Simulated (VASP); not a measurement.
# Band edges against the vacuum: F-terminated Si(111)

Where do the bulk band edges lie against the vacuum outside F-terminated Si(111)?

Calculated with VASP 6.6.1; PBEsol; plane waves and PAW (Si), in the first sound run; inputs show where later runs differ.

Experimental background.

“Enhanced near-infrared absorber: two-step fabricated structured black silicon and its device application” (2018, pmc:6179974) reports for Si, diamond cubic, by absorptance spectroscopy with Tauc analysis (unstructured n-type silicon wafer, reference for black silicon, 300 K): band gap (indirect optical gap from Tauc plot of Kubelka-Munk function) 1.12 eV [Extrapolated Tauc tangent of Kubelka-Munk function at room temperature; phonon-assisted …].

Most raw output is cut from this account.

**1. Starting point**

The structure is cubic, space group Fd-3m (No. 227). Conventional cell: a = 5.430 Å, b = 5.430 Å, c = 5.430 Å, α = 90.00°, β = 90.00°, γ = 90.00°. Nearest to Si lie 4 Si at 2.35 Å.

As a file:

```
Si
1.0
     0.00000    2.71500    2.71500
     2.71500    0.00000    2.71500
     2.71500    2.71500    0.00000
Si
2
Direct
  0.00000 0.00000 0.00000
  0.25000 0.25000 0.25000
```

**2. Relaxing the bulk crystal**

First cell and atoms are relaxed at a raised cutoff, so that later runs start from this functional's own cell.

INCAR

```
SYSTEM = Si
PREC = Accurate
ENCUT = 440
EDIFF = 1E-06
NELM = 120
ISMEAR = 0
SIGMA = 0.03
LREAL = .FALSE.
ALGO = Normal
GGA = PS
NBANDS = 10
LORBIT = 11
LWAVE = .FALSE.
LCHARG = .FALSE.
KPAR = 4
LASPH = .TRUE.
IBRION = 2
NSW = 40
ISIF = 3
EDIFFG = -0.02
POTIM = 0.4
```

POSCAR

```
Si
1.0
    0.0000000000      2.7150000000      2.7150000000
    2.7150000000      0.0000000000      2.7150000000
    2.7150000000      2.7150000000      0.0000000000
Si
2
Direct
    0.0000000000      0.0000000000      0.0000000000
    0.2500000000      0.2500000000      0.2500000000
```

KPOINTS

```
Automatic mesh
0
Gamma
6 6 6
0 0 0
```

Potentials, in the order of the species: Si (PBE family, release 64).

On the command line:

```console
mpirun -np 4 vasp_std
```

Run time: 4 s. Hardware: 4 MPI ranks of AMD EPYC 7R43, shared host; peak memory 0.43 GiB.

The PAW data sets were made with PBE, which is usual practice but a small mismatch for other functionals. The run keeps the 48 symmetry operations of its start, so it cannot find a distortion of lower symmetry.

Relaxation path:

```csv
step,energy less that of the first step (eV),largest force (eV/Å),pressure (GPa),volume (Å³)
1,0.0000,0.0000,0.38,40.03
2,-0.0002,0.0000,-0.14,40.24
```

```csv
"conventional cell, symmetrised",before,after,change
a (Å),5.430,5.440,+0.2 %
b (Å),5.430,5.440,+0.2 %
c (Å),5.430,5.440,+0.2 %
volume (Å³/atom),20.01,20.12,+0.5 %
```

Final coordinates:

```xyz
2
Lattice="0.0000 2.7199 2.7199 2.7199 0.0000 2.7199 2.7199 2.7199 0.0000" Properties=species:S:1:pos:R:3 pbc="T T T"
Si    0.0000    0.0000    0.0000
Si    1.3600    1.3600    1.3600
```

This step gave:

```
electronic cycles   : 15
electrons           : 8
free energy (TOTEN) : -11.47 eV
Fermi energy        : 5.879 eV
```

The run ended after 2 ionic steps, 0.000 eV below its first step, once forces and stress met EDIFFG = -0.02.

**3. Band edges of the bulk**

A static bulk run at the slab's cutoff gives the band edges and the core potentials that tie them to the slab.

INCAR

```
SYSTEM = Si
PREC = Normal
ENCUT = 440
EDIFF = 1E-06
NELM = 120
ISMEAR = 0
SIGMA = 0.03
LREAL = .FALSE.
ALGO = Normal
GGA = PS
NBANDS = 10
LORBIT = 11
LWAVE = .FALSE.
LCHARG = .FALSE.
KPAR = 4
LASPH = .TRUE.
```

POSCAR

```
Si
1.0
    0.0000000000      2.7199463706      2.7199463706
    2.7199463706      0.0000000000      2.7199463706
    2.7199463706      2.7199463706      0.0000000000
Si
2
Direct
    0.0000000000      0.0000000000      0.0000000000
    0.2500000000      0.2500000000      0.2500000000
```

KPOINTS

```
Automatic mesh
0
Gamma
14 14 14
0 0 0
```

On the command line:

```console
mpirun -np 4 vasp_std
```

Elapsed: 4.4 s, on 4 MPI ranks; peak memory 0.42 GiB.

The gap is read on the k-mesh alone, so it is an upper bound where the band edges lie off the mesh.

This step gave:

- electronic cycles: 11
- free energy (TOTEN): -11.49 eV
- Fermi energy: 5.863 eV
- metallic: no
- gap on the k-mesh: 0.4657 eV
- least direct gap on the k-mesh: 2.515 eV

**4. Relaxing the slab**

This step: PBEsol; plane waves and PAW (Si, H, F) (VASP 6.6.1).

System of this step: F-terminated Si(111). The cell holds 12 atoms: 10 Si, 1 H and 1 F. Its edges and angles: a = 3.847 Å, b = 3.847 Å, c = 32.478 Å, α = 90.0°, β = 90.0°, γ = 60.0°. It derives from Si. 10 layers of Si at this functional's lattice, F on top and H below. Vacuum lies along c.

All atoms relax at the fixed cell.

INCAR

```
SYSTEM = Si10HF
PREC = Normal
ENCUT = 440
EDIFF = 1E-05
NELM = 120
ISMEAR = 0
SIGMA = 0.03
LREAL = .FALSE.
ALGO = Fast
GGA = PS
NBANDS = 36
LORBIT = 11
LWAVE = .FALSE.
LCHARG = .FALSE.
KPAR = 4
LASPH = .TRUE.
IBRION = 2
NSW = 60
ISIF = 2
EDIFFG = -0.03
POTIM = 0.4
MAXMIX = 40
IDIPOL = 3
LDIPOL = .TRUE.
DIPOL = 0.5 0.5 0.498
```

POSCAR

```
Si10HF
1.0
    3.8465850462      0.0000000000      0.0000000000
    1.9232925231      3.3312403679      0.0000000000
    0.0000000000      0.0000000000     32.4780750386
Si H F
10 1 1
Direct
    0.3333333300      0.3333333300      0.2915813200
    0.6666666700      0.6666666700      0.3157570400
    0.6666666700      0.6666666700      0.3882842000
    0.0000000000      0.0000000000      0.4124599300
    0.0000000000      0.0000000000      0.4849870900
    0.3333333300      0.3333333300      0.5091628100
    0.3333333300      0.3333333300      0.5816899700
    0.6666666700      0.6666666700      0.6058656900
    0.6666666700      0.6666666700      0.6783928600
    0.0000000000      0.0000000000      0.7025685800
    0.3333333300      0.3333333300      0.2463200200
    0.0000000000      0.0000000000      0.7536799800
```

KPOINTS

```
Automatic mesh
0
Gamma
9 9 1
0 0 0
```

The projector-augmented-wave data sets are Si, H and F (PBE family, release 64).

On the command line:

```console
mpirun -np 4 vasp_std
```

It took 3.4 min on 4 MPI ranks; peak memory 1.3 GiB.

The run keeps the 6 symmetry operations of its start, so it cannot find a distortion of lower symmetry.

Step by step:

```csv
step,energy less that of the first step (eV),largest force (eV/Å)
1,0.0000,1.2090
2,-0.0054,1.7134
3,-0.0364,0.3584
4,-0.0410,0.1914
5,-0.0410,0.1963
6,-0.0429,0.0790
7,-0.0432,0.1176
8,-0.0438,0.0908
9,-0.0438,0.0845
10,-0.0443,0.0390
11,-0.0444,0.0548
12,-0.0446,0.0484
13,-0.0446,0.0562
14,-0.0448,0.0323
15,-0.0449,0.0428
16,-0.0450,0.0323
17,-0.0450,0.0332
18,-0.0451,0.0323
19,-0.0452,0.0329
20,-0.0453,0.0205
```

The atoms that moved most (Å):

```csv
atom,dx,dy,dz,length
F12,0.000,0.000,-0.062,0.062
Si1,0.000,0.000,0.031,0.031
Si10,0.000,0.000,-0.021,0.021
Si9,0.000,0.000,0.010,0.010
Si6,0.000,0.000,0.010,0.010
Si5,0.000,0.000,0.009,0.009
H11,0.000,0.000,-0.008,0.008
Si7,0.000,0.000,0.008,0.008
```

The relaxed structure:

```cif
data_structure
_symmetry_space_group_name_H-M 'P 1'
_symmetry_Int_Tables_number 1
_cell_length_a 3.8466
_cell_length_b 3.8466
_cell_length_c 32.4781
_cell_angle_alpha 90.000
_cell_angle_beta 90.000
_cell_angle_gamma 60.000
_cell_volume 416.17
loop_
_atom_site_label
_atom_site_type_symbol
_atom_site_fract_x
_atom_site_fract_y
_atom_site_fract_z
_atom_site_occupancy
Si1 Si 0.33333 0.33333 0.29252 1
Si2 Si 0.66667 0.66667 0.31594 1
Si3 Si 0.66667 0.66667 0.38839 1
Si4 Si 0.00000 0.00000 0.41264 1
Si5 Si 0.00000 0.00000 0.48525 1
Si6 Si 0.33333 0.33333 0.50947 1
Si7 Si 0.33333 0.33333 0.58194 1
Si8 Si 0.66667 0.66667 0.60612 1
Si9 Si 0.66667 0.66667 0.67871 1
Si10 Si 0.00000 0.00000 0.70192 1
H11 H 0.33333 0.33333 0.24607 1
F12 F 0.00000 0.00000 0.75178 1
```

Numbers from this step:

- electronic cycles: 113
- electrons: 48
- free energy (TOTEN): -65.9789 eV
- Fermi energy: 0.2582 eV
- dipole moment: 0, 0, 0.1448 e·Å
- gap on the k-mesh: 0.6869 eV
- least direct gap on the k-mesh: 1.468 eV

The run ended after 20 ionic steps, 0.045 eV below its first step, once the forces on the free atoms met EDIFFG = -0.03.

VASP counts the dipole in electrons times Å, so a positive number points the physical dipole along −c.

**5. Potential and states of the slab**

A static run writes the electrostatic potential without exchange and correlation (LVHAR), which is flat in the vacuum and gives the level to count from. The dipole correction cancels the field that unlike faces would set up across the vacuum.

INCAR

```
SYSTEM = Si10HF
PREC = Normal
ENCUT = 440
EDIFF = 1E-06
NELM = 120
ISMEAR = 0
SIGMA = 0.03
LREAL = .FALSE.
ALGO = Fast
GGA = PS
NBANDS = 36
LORBIT = 11
LWAVE = .FALSE.
LCHARG = .TRUE.
KPAR = 4
LASPH = .TRUE.
IDIPOL = 3
LDIPOL = .TRUE.
DIPOL = 0.5 0.5 0.498
LVHAR = .TRUE.
LVACPOTAV = .TRUE.
NEDOS = 1500
```

POSCAR

```
Si10HF
1.0
    3.8465850462      0.0000000000      0.0000000000
    1.9232925231      3.3312403679      0.0000000000
    0.0000000000      0.0000000000     32.4780750386
Si H F
10 1 1
Direct
    0.3333333300      0.3333333300      0.2925237823
    0.6666666700      0.6666666700      0.3159350308
    0.6666666700      0.6666666700      0.3883875332
    0.0000000000      0.0000000000      0.4126445606
    0.0000000000      0.0000000000      0.4852538423
    0.3333333300      0.3333333300      0.5094709806
    0.3333333300      0.3333333300      0.5819411691
    0.6666666700      0.6666666700      0.6061156014
    0.6666666700      0.6666666700      0.6787116634
    0.0000000000      0.0000000000      0.7019188365
    0.3333333300      0.3333333300      0.2460671217
    0.0000000000      0.0000000000      0.7517793680
```

KPOINTS is that of step 4.

KPOINTS_OPT

```
Line mode
14
Line-mode
Reciprocal
  0.00000000   0.00000000   0.00000000 GAMMA
  0.00000000  -0.50000000   0.00000000 M

  0.00000000  -0.50000000   0.00000000 M
  0.33333333  -0.33333333   0.00000000 K

  0.33333333  -0.33333333   0.00000000 K
  0.00000000   0.00000000   0.00000000 GAMMA
```

On the command line:

```console
mpirun -np 4 vasp_std
```

Run time: 91 s. Hardware: 4 MPI ranks; peak memory 1.4 GiB; 6 min of CPU time.

Numbers from this step:

| Item | Value |
| --- | --- |
| electronic cycles | 23 |
| Fermi energy | 0.1974 eV |
| least gap on mesh and path | 0.687 eV |
| least direct gap on mesh and path | 1.468 eV |
| dipole moment | 0, 0, 0.1451 e·Å |
| vacuum levels | 6.712, 4.661 eV |
| ionisation potentials of the upper and lower face | 6.649, 4.598 eV |
| electron affinities of the upper and lower face | 5.962, 3.911 eV |

Electronic bands along the path, in eV, zero at the valence-band top; v1 is the highest filled band, c1 the lowest empty one:

```csv
point,v4,v3,v2,v1,c1,c2,c3,c4
Γ,-0.26,-0.26,0.00,0.00,1.47,1.60,1.81,2.16
0.46 of the way,-1.38,-1.09,-0.93,-0.62,1.31,1.56,1.90,2.31
M,-2.03,-1.66,-1.55,-1.21,0.70,0.99,1.11,1.50
0.46 of the way,-2.53,-2.41,-2.02,-1.61,1.29,2.15,2.40,2.56
K,-2.52,-2.41,-2.29,-2.03,1.71,1.99,2.08,2.71
0.46 of the way,-2.21,-1.93,-1.83,-1.02,2.01,2.21,2.67,3.12
Γ,-0.26,-0.26,0.00,0.00,1.47,1.60,1.81,2.16
```

Of the projections kept (Si, H, F), the largest for each band there; the rest of the weight can lie on other orbitals:

```csv
point,v4,v3,v2,v1,c1,c2,c3,c4
Γ,Si 0.98,Si 0.98,Si 0.96,Si 0.96,Si 0.99,Si 0.99,Si 0.97,Si 0.98
M,Si 0.96,Si 0.93,Si 0.95,Si 0.93,Si 0.99,Si 1.00,Si 0.92,Si 1.00
K,Si 0.97,Si 1.00,Si 0.92,Si 0.88,Si 0.89,Si 0.89,Si 0.97,Si 0.88
Γ,Si 0.98,Si 0.98,Si 0.96,Si 0.96,Si 0.99,Si 0.99,Si 0.97,Si 0.98
```

The planar average of the electrostatic potential oscillates, so the rows of the table below give means over windows of 3.19 Å about each position, cut where the curve ends. Its maxima inside the range that stand out by 2 % of the span (Å: eV): 11.4: 1.90, 14.6: 1.96, 17.7: 1.93, 20.9: 1.94, 23.9: 1.82, 31.9: 6.52. Its minima: 9.9: -13.8, 13.0: -13.4, 16.1: -13.5, 19.3: -13.5, 22.4: -13.8, 24.3: 0.255.

Zero at the Fermi level. The planar average of the electrostatic potential by height; means over each step:

```csv
height (Å),planar average of the electrostatic potential (eV)
1.59,4.49
4.79,4.47
7.98,0.700
11.17,-6.07
14.36,-5.95
17.55,-5.98
20.73,-6.01
23.93,-1.77
27.12,6.51
30.31,6.52
```

Density of states in the PAW spheres, an atom over height of the layer and energy from the Fermi level.

Ten even steps from '_' (0.000 states/eV) to '@' (0.396 states/eV), each cell a mean:
```
________________________
________________________
________________________
______________..__....__
__..__....________....__
__....__..::......::::__
__----==++====++--**==..
__::--========++==++--..
__++**++******++==##==::
__++**++++****++++##==::
..**@@%%++%%%%**@@@@====
__**##%%##**++**%%%%====
..++**##**====**##**----
::####%%%%##**##%%**--==
::++++##**++++****++::==
..++++==++****++==::....
==##++--==++****++==::++
::--::..::::----::::..--
++@@%%====**++====....::
##%%++++++==--::::::::==
______::::......::--::@@
__________________....**
```
Columns: height of the layer (Å) from 8 to 24.4 (not evenly spaced); rows upwards: energy from the Fermi level (eV) from -4.9 to 0.5.

Valence density in the ca plane at fractional y = 0.000, with atoms of Si and F within 0.2 Å of it. It is the smooth field of the valence electrons, not physical close to the nuclei.

Ten steps, logarithmic in the rise over the least value, from '0' (0 e/Å³) to '9' (11 e/Å³), each cell a mean:
```
12332111111111112232134798521111111111111111
33332111111111112233333455311111111111111111
33322111222221112233322222111111111111111111
22322222233322222233221111111111111111111111
22222222334332222222211111111111111111111111
22222222333332222222221111111111111111111111
23322212223322112233321111111111111111111111
33322111122221112233332333211111111111111111
23332111111111112233234677421111111111111111
01332111111111112231035899621111111111111111
```
Columns run along c (16.0 Å, from fractional 0.48 to 0.97 of the cell), rows up along a (3.8 Å). Atoms in or near the plane, at fractional coordinates: Si at (0.49, 0.00), Si at (0.70, 0.00), F at (0.75, 0.00).

Electrostatic potential energy in the ca plane at fractional y = 0.000, with atoms of Si and F within 0.2 Å of it. With pseudopotentials it is smooth inside the atoms' cores, unlike the true potential.

Ten even steps from '0' (-54 eV) to '9' (5 eV), each cell a mean:
```
99999999999999999999999999999999830017850004
99999999999999999999999999999999874368885347
99999999999999999999999999999999988889998888
99999999999999999999999988899999889999999998
99999999999999999999999888889999889999999988
99999999999999999999999888889999889999999998
99999999999999999999999999999999998999999889
99999999999999999999999999999999987678987678
99999999999999999999999999999999851037872016
99999999999999999999999999999999720006850003
```
Columns run along c (16.0 Å, from fractional 0.02 to 0.52 of the cell; values clipped at the 3rd and 97th percentile), rows up along a (3.8 Å). Atoms in or near the plane, at fractional coordinates: Si at (0.41, 0.00), Si at (0.49, 0.00).

The map of layer states is cut here 0.5 eV above the Fermi level, so it leaves out the states above that, and it starts at -5 eV, leaving out a taller peak below that would set the scale.

The vacuum level lies 6.65 eV above the highest filled level at the upper face; the two faces differ by 2.05 eV, the step that the slab's dipole of 0.145 e·Å makes.

VASP counts the dipole in electrons times Å, so a positive number points the physical dipole along −c.

The program found no field-free point at its default tolerance, but its printed level agrees with the flat part of the planar average.

**6. Lining up bulk and slab**

This step: band edges against the vacuum, PBEsol; plane waves and PAW (VASP 6.6.1).

This step runs nothing: it gathers the runs above.

Numbers from this step:

```yaml
ionisation_energy: 6.648 eV
offset_spread: 0.001500 eV
bulk_gap: 0.4657 eV
slab_gap: 0.687 eV
electron_affinity: 6.182 eV
```

The averaged core potentials of the four middle atoms lie -5.674 eV from those of the bulk run. The bulk valence top (5.738 eV), moved by that offset, is taken from the upper vacuum level (6.712 eV).

**7. Outcome**

- ionisation energy: 6.65 eV
- electron affinity: 6.18 eV

In words: The bulk valence-band top lies 6.65 eV below the vacuum of F-terminated Si(111), and the conduction-band bottom 6.18 eV. The slab's least gap is 0.69 eV, against 0.47 eV in the bulk. Confinement widens it, surface states can narrow it, and the two gaps need not lie at the same wave vector; the faces' own affinities count to the slab's lowest empty state. The offsets of the four middle atoms spread by 0.00 eV; a shift common to all four would not show in it. The bulk edges are read on a mesh, so a band minimum between its points makes the gap too large and the affinity too small. One thickness was run. Semilocal band edges put the valence top too high and the gap too small.

Calculation against experiment:

| quantity | measured | PBEsol |
| --- | --- | --- |
| band gap (gap on the k-mesh) (eV) | 1.12 | 0.47 (-0.65 eV) |

Measured values from pmc:6179974 (2018).

How well it matches: The band gap is off by -0.65 eV. Local and semilocal functionals usually give gaps below the measured ones. The computed gap is read on a k-mesh, which can miss the band edges. An optical gap can lie under the band gap by the exciton's binding. Zero-point and thermal motion shift the measured gap.

[Lines on the potential files, build, host, timing and source positions are cut from VASP's logs without a mark.]

[Logs are printed without paths, hosts, clocks, repeated set-up lines and the standing remarks that a program may print on its own settings, such as how far it seeks lower states.]

[Hosts, paths, dates, database ids (printed as entryN), source tags and the programs' standing remarks are cut or masked in the printed files.]

[Runs that stopped without an error message from VASP are left out.]
